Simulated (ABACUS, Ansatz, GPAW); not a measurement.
## InAs: equilibrium volume by level of theory

**What was measured.** The equilibrium volume of InAs (F-43m) is reported as 27.8 Å³/atom at 298.15 K (a printed reference work). The runs below try to reproduce it.

Space group F-43m (No. 216). a = 6.036 Å, b = 6.036 Å, c = 6.036 Å, α = 90.00°, β = 90.00°, γ = 90.00°
```
atom  site  symmetry       x       y       z
  In    4a      -43m  0.0000  0.0000  0.0000
  As    4c      -43m  0.2500  0.2500  0.2500
```

| rung | level | program and potentials | cutoff (eV) | k mesh | smearing | task | spin | core time | chip | equilibrium volume (Å³/atom) | miss | notes |
| --- | --- | --- | --- | --- | --- | --- | --- | --- | --- | --- | --- | --- |
| GGA | PBE | Ansatz, Ansatz PAW | 420 | 6 × 6 × 6 | fermi-dirac 0.05 | relaxation of cell and atoms | off | 8 s | Arm Neoverse V2 | 29.63 | +6.6 % | 14 valence electrons an atom on average |
| GGA | PBEsol | Ansatz, Ansatz PAW | 420 | 8 × 8 × 8 | fermi-dirac 0.05 | equation of state | off | 13 s | Intel Xeon | 28.20 | +1.4 % | potentials made for PBE, which Ansatz adapts in part |
| GGA | PBE | Ansatz, Ansatz PAW | 420 | 8 × 8 × 8 | fermi-dirac 0.05 | relaxation of cell and atoms | off | 20 s | Intel Xeon | 29.60 | +6.5 % | 14 valence electrons an atom on average |
| GGA | PBE | Ansatz, Ansatz PAW | 420 | 6 × 6 × 6 | fermi-dirac 0.05 | relaxation of cell and atoms | SOC, no magnetisation | 37 s | Arm Neoverse V2 | 29.60 | +6.5 % | 14 valence electrons an atom on average |
| LDA | LDA | Ansatz, PseudoDojo LDA | 1088 | 8 × 8 × 8 | fermi-dirac 0.05 | equation of state | off | 55 s | Arm Neoverse V1 | 27.32 | -1.7 % | - |
| GGA + dispersion | PBE+D3(zero damping) | GPAW, GPAW PAW data sets (gpaw-data 1.2.1) | 600 | 6 × 6 × 6 | fermi-dirac 0.05 | equation of state | off | 65 s | Arm Neoverse V1 | 28.81 | +3.6 % | - |
| GGA | PBEsol | ABACUS, SSSP 1.3 efficiency PBE, plane waves | 748 | 6 × 6 × 6 | fermi-dirac 0.05 | relaxation of cell and atoms | off | 3.2 min | Intel Xeon Platinum 8488C Sapphire Rapids | 28.36 | +2.0 % | potentials made for PBE; 9 valence electrons an atom on average |

Times are single runs on shared hosts and different chips, so they are rough; meshes, cutoffs and the tasks' sizes weigh on the time. Smearing widths are in eV. For a metal such meshes aren't converged. Meshes differ between rows, which moves values too. Meshes are those of the run's cell of 2 atoms unless a note names another. Relaxations start from the cell shown or near it and stop with a little pressure left. The cell shown, of 27.49 Å³ an atom, is the runs' start and not the measured value. Misses use the values as printed. Runs on faulty files, with rough fits or with known faults for this quantity aren't shown.

By rung: LDA 27.32; GGA 28.20 to 29.63; GGA + dispersion 28.81 (Å³/atom). Measured: 27.8 Å³/atom at 298.15 K (a printed reference work). Closest is PBEsol with Ansatz, Ansatz PAW (+1.4 %). The runs are for a static lattice, while measurements hold temperature and zero-point motion.
